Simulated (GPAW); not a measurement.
Write an ASE script for GPAW 26.7.0 that does the following.

- Task: band structure
- Functional: PBE
- Potentials or basis: GPAW PAW data sets (gpaw-data 1.2.1)
- Cutoff: 600 eV
- Basis: pw
- k mesh: 7 × 7 × 7
- Occupations: fermi-dirac, width 0.05 eV
- Spin: no spin polarisation
- Maxiter: 150
- Band path: GXWKGLUWLK,UX
- Band points: 60

The structure of HgTe (Coloradoite) lies in HgTe.xyz:

```xyz
2
Lattice="0.0000000000 3.2145000000 3.2145000000 3.2145000000 0.0000000000 3.2145000000 3.2145000000 3.2145000000 0.0000000000" Properties=species:S:1:pos:R:3 pbc="T T T"
Hg     0.0000000000      0.0000000000      0.0000000000
Te     4.8217500000      4.8217500000      4.8217500000
```

These files were run (other wordings do the same):

run.py

```python
from ase.dft.bandgap import bandgap
from ase.io import read, write
from ase.units import GPa
from gpaw import GPAW, PW

atoms = read('HgTe.xyz')

calc = GPAW(mode=PW(600),
            xc='PBE',
            kpts={'size': (7, 7, 7), 'gamma': True},
            occupations={'name': 'fermi-dirac', 'width': 0.05},
            nbands=18,
            convergence={'density': 1e-05, 'energy': 1e-05},
            maxiter=150,
            txt='gpaw.txt')
atoms.calc = calc
energy = atoms.get_potential_energy()
forces = atoms.get_forces()
stress = atoms.get_stress()
calc.write('gs.gpw')
write('result.traj', atoms)
print(f'Energy: {energy:.6f} eV')
print('Forces (eV/A):')
print(forces.round(4))
print('Stress (GPa):', (stress / GPa).round(3))
print('Fermi level:', round(calc.get_fermi_level(), 4), 'eV')
print(f'Gap: {bandgap(calc)[0]:.4f} eV, direct: {bandgap(calc, direct=True)[0]:.4f} eV')

path = atoms.cell.bandpath('GXWKGLUWLK,UX', npoints=60, eps=1e-4)
bs_calc = calc.fixed_density(kpts=path, symmetry='off', nbands=31,
                             convergence={'bands': 'CBM+6.0', 'eigenstates': 1e-6}, txt='bands.txt')
bs = bs_calc.band_structure()
bs.write('bs.json')
print(f'Gap on the path: {bandgap(bs_calc)[0]:.4f} eV')
```

Potentials or basis: GPAW PAW data sets (gpaw-data 1.2.1), pw.

Run with:

```bash
$ OMP_NUM_THREADS=1 python run.py
```

It gave:

```yaml
Pressure: 4.5 GPa
Band_gap_along_the_path: none (metal or under the smearing width)
```

Caveat: spin-orbit coupling is left out, which moves the levels of the heavy elements.

Run time: 49 s on 1 thread of Arm Neoverse V2, with other jobs on the host, peak memory 0.29 GiB.
